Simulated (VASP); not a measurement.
# Hf (Fm-3m) in VASP: single point with PBE

Aim: the single point of Hf with PBE.

All numbers are computed with VASP 6.6.1; they aren't measurements. Logs are shortened: lines on timing, memory, paths and dates and some standing lists are left out, and cuts for length are marked.

**1. The structure**

Symmetry: Fm-3m, No. 225, cubic system. The conventional cell has a = 4.499 Å, b = 4.499 Å, c = 4.499 Å, α = 90.00°, β = 90.00°, γ = 90.00°. Hf (site symmetry m-3m) has 12 Hf at 3.18 Å as nearest neighbours.

This isn't the form of Hf at room conditions, which is hcp.

**2. Single point, PBE**

The input, INCAR:

```
SYSTEM = Hf
ALGO     = Fast           ! electronic algorithm
EDIFF    = 1E-6           ! SCF threshold, eV
ENCUT    = 520            ! plane-wave cutoff, eV
GGA      = PE             ! functional
ISIF     = 2              ! what is computed and relaxed
ISMEAR   = -1             ! smearing method
LASPH    = .TRUE.         ! aspherical terms in the spheres
LCHARG   = .FALSE.        ! write CHGCAR
LREAL    = .FALSE.        ! projectors in reciprocal space
LWAVE    = .FALSE.        ! write WAVECAR
NBANDS   = 11             ! bands
NELM     = 60             ! most SCF steps
PREC     = Accurate       ! precision mode
SIGMA    = 0.1            ! smearing width, eV
```

The input, KPOINTS:

```
k-points
0
G
  13 13 13
  0 0 0
```

The input, POSCAR:

```
Hf
1.0
    0.0000000000      2.2495720000      2.2495720000
    2.2495720000      0.0000000000      2.2495720000
    2.2495720000      2.2495720000      0.0000000000
Hf
1
Direct
    0.0000000000      0.0000000000      0.0000000000
```

Potentials or basis: VASP PAW PBE potentials, release 64 (Hf_pv).

Command:

```sh
cat potpaw_PBE.64/Hf_pv/POTCAR > POTCAR
mpirun -np 1 vasp_std > vasp.out
```

OUTCAR:

```text
SYSTEM = Hf
   EDIFF = 1E-6
   ENCUT = 520
   GGA = PE
   ISIF = 2
   ISMEAR = -1
   LASPH = .TRUE.
   LREAL = .FALSE.
   NELM = 60
   PREC = Accurate

 ion  position               nearest neighbor table
   1  0.000  0.000  0.000-

  LATTYP: Found a face centered cubic cell.
 ALAT       =     4.4991440000

  Lattice vectors:

 A1 = (   0.0000000000,   2.2495720000,   2.2495720000)
 A2 = (   2.2495720000,   0.0000000000,   2.2495720000)
 A3 = (   2.2495720000,   2.2495720000,   0.0000000000)

Analysis of symmetry for initial positions (statically):
=====================================================================
 Subroutine PRICEL returns:
 Original cell was already a primitive cell.

 Routine SETGRP: Setting up the symmetry group for a
 face centered cubic supercell.

 Subroutine GETGRP returns: Found 48 space group operations
 (whereof 48 operations were pure point group operations)
 out of a pool of 48 trial point group operations.

The static configuration has the point symmetry O_h .

Analysis of symmetry for dynamics (positions and initial velocities):
=====================================================================
 Subroutine PRICEL returns:
 Original cell was already a primitive cell.

 Routine SETGRP: Setting up the symmetry group for a
 face centered cubic supercell.

 Subroutine GETGRP returns: Found 48 space group operations
 (whereof 48 operations were pure point group operations)
 out of a pool of 48 trial point group operations.

The dynamic configuration has the point symmetry O_h .

 Subroutine INISYM returns: Found 48 space group operations
 (whereof 48 operations are pure point group operations),
 and found     1 'primitive' translations

----------------------------------------------------------------------------------------

                                     Primitive cell

  volume of cell :      22.7683

  direct lattice vectors                    reciprocal lattice vectors
     0.000000000  2.249572000  2.249572000    -0.222264502  0.222264502  0.222264502
     2.249572000  0.000000000  2.249572000     0.222264502 -0.222264502  0.222264502
     2.249572000  2.249572000  0.000000000     0.222264502  0.222264502 -0.222264502

  length of vectors
     3.181375232  3.181375232  3.181375232     0.384973410  0.384973410  0.384973410

  position of ions in fractional coordinates (direct lattice)
[... 83 lines left out ...]
   ISIF   =      2    stress and relaxation
   ISYM   =      2    0-nonsym 1-usesym 2-fastsym
   POTIM  = 0.5000    time-step for ionic-motion
   TEBEG  =    0.0;   TEEND  =   0.0 temperature during run
   PSTRESS=    0.0 pullay stress
   NELECT =      10.0000    total number of electrons
   NUPDOWN=      -1.0000    fix difference up-down
   EMIN   =  10.00;   EMAX   =-10.00  energy-range for DOS
   EFERMI =   0.00;   METHOD = LEGACY
   ISMEAR =    -1;   SIGMA  =   0.10  broadening in eV -4-tet -1-fermi 0-gaus
   EFERMI_NEDOS =   21; number of points for ismear=-14 and -15
   IALGO  =     68    algorithm
   IMIX   =      4    mixing-type and parameters
     AMIX     =   0.40;   BMIX     =  1.00
     AMIX_MAG =   1.60;   BMIX_MAG =  1.00
  volume/ion in A,a.u.               =      22.77       153.65
  Fermi-wavevector in a.u.,A,eV,Ry     =   1.244414  2.351602 21.069527  1.548567
  Thomas-Fermi vector in A             =   2.378682
   LORBIT       =      0    0 simple, 1 ext, 2 COOP (PROOUT), +10 PAW based schemes
   GGA     = PE    functional components
   LHFCALC =     F    Hartree Fock is set to
   AEXX    =    0.0000 exact exchange contribution
   IVDW    =     0    specifies the selected vdW correction
   LEPSILON=     F    determine dielectric tensor
   LRPA    =     F    only Hartree local field effects (RPA)
 non-spin polarized calculation
 RMM-DIIS sequential band-by-band and
  energy-cutoff  :      520.00
  volume of cell :       22.77
 maximum number of plane-waves:       624
   NGX = 11   NGY = 11   NGZ = 11

 number of electron      10.0000000 magnetization

 number of electron       9.9999999 magnetization

 Free energy of the ion-electron system (eV)
  ---------------------------------------------------
  ext. energy  EPLUGINS =         0.00000000
  ---------------------------------------------------
  free energy    TOTEN  =        -9.87657639 eV

  energy without entropy =       -9.82734888  energy(sigma->0) =       -9.85196264

 E-fermi :   4.6206     XC(G=0): -11.2061

 val. band max:        4.5951414204   @ k =   0.3077   0.0000   0.0000
 cond. band min:       4.6325503675   @ k =  -0.2308   0.0769   0.0000
 fundamental gap:      0.0374089472
 Fermi energy:         4.6205954937

 k-point     1 :       0.0000    0.0000    0.0000
  band No.  band energies     occupation
      1     -25.4577      2.00000
      2     -25.4577      2.00000
      3     -25.4577      2.00000
      4      -2.5306      2.00000
      5       6.0159      0.00000
      6       6.0159      0.00000
      7       6.0159      0.00000
      8       8.7432      0.00000
      9       8.7432      0.00000
     10      15.8761      0.00000
     11      17.6275      0.00000
[... 309 lines left out ...]
 k-point    24 :       0.4615    0.1538    0.0000
  band No.  band energies     occupation
      1     -26.1259      2.00000
      2     -25.6448      2.00000
      3     -25.5997      2.00000
      4       1.4933      2.00000
      5       4.1520      1.98172
      6       5.2845      0.00261
      7       6.5803      0.00000
      8      10.4953      0.00000
      9      10.8912      0.00000
     10      13.9488      0.00000
     11      17.4428      0.00000

 [... further k-points ...]

------------------------ aborting loop because EDIFF is reached ----------------------------------------

  FORCE on cell =-STRESS in cart. coord.  units (eV):
  Direction    XX          YY          ZZ          XY          YZ          ZX
  --------------------------------------------------------------------------------------
  -------------------------------------------------------------------------------------
  Total       -0.1741587     -0.1741587     -0.1741587      0.0000000      0.0000000     -0.0000000
  in kB      -12.2553600    -12.2553600    -12.2553600      0.0000000      0.0000000     -0.0000000
  external PRESSURE =     -12.2553600 kB  Pullay stress =       0.0000000 kB

 VOLUME and BASIS-vectors are now :
 -----------------------------------------------------------------------------
  energy-cutoff  :      520.00
  volume of cell :       22.77
      direct lattice vectors                 reciprocal lattice vectors
     0.000000000  2.249572000  2.249572000    -0.222264502  0.222264502  0.222264502
     2.249572000  0.000000000  2.249572000     0.222264502 -0.222264502  0.222264502
     2.249572000  2.249572000  0.000000000     0.222264502  0.222264502 -0.222264502

 POSITION                                       TOTAL-FORCE (eV/Angst)
 -----------------------------------------------------------------------------------
      0.00000      0.00000      0.00000        -0.000000     -0.000000      0.000000
 -----------------------------------------------------------------------------------
    total drift:                               -0.000000      0.000000     -0.000000

  FREE ENERGIE OF THE ION-ELECTRON SYSTEM (eV)
  ---------------------------------------------------
  free  energy   TOTEN  =        -9.8765763943 eV

  energy  without entropy=       -9.8273488819  energy(sigma->0) =       -9.85196264
```

OSZICAR:

```text
N       E                     dE             d eps       ncg     rms          rms(c)
DAV:   1     0.126967896056E+02    0.12697E+02   -0.57106E+03  1864   0.838E+02
DAV:   2    -0.980233554997E+01   -0.22499E+02   -0.21836E+02  2389   0.155E+02
DAV:   3    -0.102225398570E+02   -0.42020E+00   -0.41486E+00  2362   0.146E+01
DAV:   4    -0.102241094715E+02   -0.15696E-02   -0.15694E-02  2148   0.106E+00
DAV:   5    -0.102241187881E+02   -0.93166E-05   -0.93158E-05  2364   0.716E-02    0.455E+01
RMM:   6    -0.996469381406E+01    0.25942E+00   -0.17789E-01  1884   0.286E+00    0.266E+01
RMM:   7    -0.988043714135E+01    0.84257E-01   -0.36725E-01  2050   0.420E+00    0.131E+00
RMM:   8    -0.987633149053E+01    0.41057E-02   -0.25944E-02  2008   0.133E+00    0.343E-01
RMM:   9    -0.987654947610E+01   -0.21799E-03   -0.27131E-03  2396   0.452E-01    0.102E-01
RMM:  10    -0.987656902607E+01   -0.19550E-04   -0.37294E-04  2425   0.166E-01    0.720E-02
RMM:  11    -0.987657406690E+01   -0.50408E-05   -0.71823E-05  2448   0.732E-02    0.631E-03
RMM:  12    -0.987657549539E+01   -0.14285E-05   -0.10423E-05  2293   0.239E-02    0.797E-03
RMM:  13    -0.987657639427E+01   -0.89889E-06   -0.18547E-06  1689   0.106E-02
   1 F= -.98765764E+01 E0= -.98519626E+01  d E =-.492275E-01
```

Wall time 33 s (1 thread of AMD EPYC 7R43 (Zen 3), shared host); peak memory 0.12 GiB.

Results:

* Free energy: -9.8766 eV
* Pressure: -1.2 GPa
* Band gap on the k mesh: none (metal or under the smearing width)
